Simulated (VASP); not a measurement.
Wanted: the native input for a VASP 6.6.1 run.

```yaml
Task: single point
Functional: LDA
Potentials_or_basis: VASP PAW LDA potentials, release 64 (Ti_sv)
Cutoff: 520 eV
k_mesh: 22 × 22 × 22
Occupations: gaussian, width 0.15 eV
Spin: no spin polarisation
Dipole_correction: no
Further_INCAR_settings: ALGO = Normal; EDIFF = 1e-07; NBANDS = 12
```

The structure of Ti lies in POSCAR:

```
Ti
1.0
    0.0000000000      2.0300000000      2.0300000000
    2.0300000000      0.0000000000      2.0300000000
    2.0300000000      2.0300000000      0.0000000000
Ti
1
Direct
    0.0000000000      0.0000000000      0.0000000000
```

This isn't the form of Ti at room conditions, which is hcp.

The input as run:

INCAR

```
PREC = Accurate
ENCUT = 520
EDIFF = 1E-7
ISMEAR = 0
SIGMA = 0.15
LREAL = F
LASPH = T
NELM = 100
ALGO = Normal
ISIF = 2
LWAVE = F
LCHARG = T
GGA = CA
LELF = T
LVHAR = T
NBANDS = 12
```

KPOINTS

```
Automatic mesh
0
Gamma
  22 22 22
```

Potentials or basis: VASP PAW LDA potentials, release 64 (Ti_sv).

Launch:

```bash
$ cat potpaw_LDA.64/Ti_sv/POTCAR > POTCAR
$ mpirun -np 1 vasp_std > vasp.out
```

Results of the run:

The pressure is -5.0 GPa and the band gap on the k mesh is none (metal or under the smearing width).

Wall time 19 s on 1 thread of Intel(R) Xeon(R) 6975P-C (Granite Rapids) (shared host), peak memory 0.17 GiB.
